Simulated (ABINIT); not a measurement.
# ZnO (zincite) (P6_3mc) in ABINIT: notebook, part 2 of 2

ABINIT 10.8.3 (patched build).

## Step 5: Single point, PBEsol

run.abi

```
# Pseudopotentials
pp_dirpath "./"
pseudos "Zn.GGA_PBE-JTH.xml, O.GGA_PBE-JTH.xml"

# Structure
acell 3*1.0 Angstrom
rprim
     3.2493080000     0.0000000000     0.0000000000
    -1.6246540000     2.8139832727     0.0000000000
     0.0000000000     0.0000000000     5.2057090000
ntypat 2
znucl 30 8
natom 4
typat 1 1 2 2
xred
     0.6666666667     0.3333333333     0.0000000000
     0.3333333333     0.6666666667     0.5000000000
     0.3333333333     0.6666666667     0.8790100000
     0.6666666667     0.3333333333     0.3790100000

# Plane-wave basis
ecut 19.0
pawecutdg 38.0

# k points
kptopt 1
ngkpt 7 7 4
nshiftk 1
shiftk 0.0 0.0 0.0

# Exchange and correlation
ixc -116133

# Bands and occupations
nband 22
occopt 3
tsmear 0.00183747

# SCF cycle
nstep 100
tolvrs 1.0e-9

# Output
iomode 3
prtwf 0
prtden 0
prteig 0
prtebands 0
enunit 2
```

Potentials or basis: JTH PAW PBE v2.0.

Command:

```sh
> abinit run.abi > log 2>&1
```

run.abo:

```text
.Version 10.8.3 of ABINIT
 Symmetries : space group P6_3 m c (#186); Bravais hP (primitive hexag.)
================================================================================
 Values of the parameters that define the memory need of the present run
     intxc =       0    ionmov =       0      iscf =      17    lmnmax =      18
     lnmax =       6     mgfft =      40  mpssoang =       3    mqgrid =    3001
     natom =       4  nloc_mem =       2    nspden =       1   nspinor =       1
    nsppol =       1      nsym =      12    n1xccc =       1    ntypat =       2
    occopt =       3   xclevel =       2
       mpw =        1296          nfft =       29160          nkpt =          24
 PAW method is used; the additional fine FFT grid is defined by:
   mgfftf=        60    nfftf =     77760
================================================================================
================================================================================

--------------------------------------------------------------------------------
------------- Echo of variables that govern the present computation ------------
--------------------------------------------------------------------------------
 -outvars: echo values of preprocessed input variables --------
            acell      1.8897261259E+00  1.8897261259E+00  1.8897261259E+00 Bohr
              amu      6.53900000E+01  1.59994000E+01
             ecut      1.90000000E+01 Hartree
           enunit           2
              ixc     -116133
         kptrlatt        7    0    0      0    7    0      0    0    4
          kptrlen      3.93494572E+01
[... 271 lines left out ...]
Total energy DC     : -3.73941294585982E+03
Total energy (eV)   : -1.01754609866757E+05
Total energy DC (eV): -1.01754610003013E+05
...

 Cartesian components of stress tensor (hartree/bohr^3)
  sigma(1 1)=  1.24057805E-04  sigma(3 2)=  0.00000000E+00
  sigma(2 2)=  1.24057805E-04  sigma(3 1)=  0.00000000E+00
  sigma(3 3)=  6.64227477E-05  sigma(2 1)=  0.00000000E+00

-Cartesian components of stress tensor (GPa)         [Pressure= -3.0847E+00 GPa]
- sigma(1 1)=  3.64990664E+00  sigma(3 2)=  0.00000000E+00
- sigma(2 2)=  3.64990665E+00  sigma(3 1)=  0.00000000E+00
- sigma(3 3)=  1.95422471E+00  sigma(2 1)=  0.00000000E+00

== END DATASET(S) ==============================================================
================================================================================

 -outvars: echo values of variables after computation  --------
            acell      1.8897261259E+00  1.8897261259E+00  1.8897261259E+00 Bohr
           etotal     -1.6085094797E+02
            fcart     -1.0962999569E-28 -6.3294907525E-29 -1.2518788168E-03
                      -2.1925999138E-29 -1.2658981505E-29 -1.2518788168E-03
                       2.4118599052E-28  1.3924879655E-28  1.2518788168E-03
                      -1.0962999569E-28 -6.3294907525E-29  1.2518788168E-03
            rprim      3.2493080000E+00  0.0000000000E+00  0.0000000000E+00
                      -1.6246540000E+00  2.8139832727E+00  0.0000000000E+00
                       0.0000000000E+00  0.0000000000E+00  5.2057090000E+00
           strten      1.2405780520E-04  1.2405780533E-04  6.6422747700E-05
                       0.0000000000E+00  0.0000000000E+00  0.0000000000E+00
           xangst      1.6246540000E+00  9.3799442423E-01  0.0000000000E+00
                       6.5619490340E-17  1.8759888485E+00  2.6028545000E+00
                       6.5619490340E-17  1.8759888485E+00  4.5758702681E+00
                       1.6246540000E+00  9.3799442423E-01  1.9730157681E+00
             xred      6.6666666667E-01  3.3333333333E-01  0.0000000000E+00
                       3.3333333333E-01  6.6666666667E-01  5.0000000000E-01
                       3.3333333333E-01  6.6666666667E-01  8.7901000000E-01
                       6.6666666667E-01  3.3333333333E-01  3.7901000000E-01
 Calculation completed.
```

Run time: 78 s. Hardware: 1 thread of Arm Neoverse V2, shared host; peak memory 0.12 GiB.

Results:

| Item | Value |
| --- | --- |
| Free energy | -4376.9773 eV |
| Largest force | 0.064 eV/Å |
| Band gap on the k mesh | 0.68 eV, direct |
| Valence electrons inside the program's atomic spheres | Zn 10.89; O 4.54 |

Forces in eV/Å, atoms in the order of the input:
```
Zn   0.000  0.000 -0.064
Zn   0.000  0.000 -0.064
O    0.000  0.000  0.064
O    0.000  0.000  0.064
```

Caveat: the cutoff is too short for stress, so the log's stress isn't used; the PAW data sets were made with another functional, which shifts forces and pressure a little.

## Step 6: Overview

```tsv
level	potentials or basis	cutoff (eV)	fine-grid cutoff	gap on the mesh (eV)	pressure (GPa)	largest force (eV/Å)
PBEsol	PseudoDojo NC SR PBEsol v0.4.1 standard	1034	-	0.76	-3.0	0.06
LDA	PseudoDojo NC SR LDA v0.4.1 standard	980	-	0.79	-	0.05
PBE	PseudoDojo NC SR PBE v0.5 stringent	1143	-	0.87	4.3	0.07
PBEsol	JTH PAW PBE v2.0	517	1034.03 eV	0.68	-	0.06
```

Alike in all rows: task single point; no spin polarisation; cell as given; k mesh 7 × 7 × 4; smearing fermi-dirac 0.05 eV.

Caveats: the PAW data sets were made with another functional, which shifts forces and pressure a little (some runs).

Absolute energies hang on the potentials; compare differences alone.

## Step 7: Against experiment

Step 2. Against the measured gap of ZnO, 3.37 eV (quoted in “Electronic structure of alkaline earth and post-transition metal oxides”, 2009, arxiv:0908.1581), the calculated 0.76 eV is off by -2.61 eV. So large a miss can be the level of theory's own, or it may mean another phase, state or a wrong row. The value is that of PBEsol, without temperature or zero-point motion. Semilocal functionals fall short of measured gaps as a rule.

Step 4. Against the measured gap of ZnO, 3.37 eV (quoted in “Electronic structure of alkaline earth and post-transition metal oxides”, 2009, arxiv:0908.1581), the calculated 0.87 eV is off by -2.50 eV. So large a miss can be the level of theory's own, or it may mean another phase, state or a wrong row. The value is that of PBE, without temperature or zero-point motion. Semilocal functionals fall short of measured gaps as a rule.
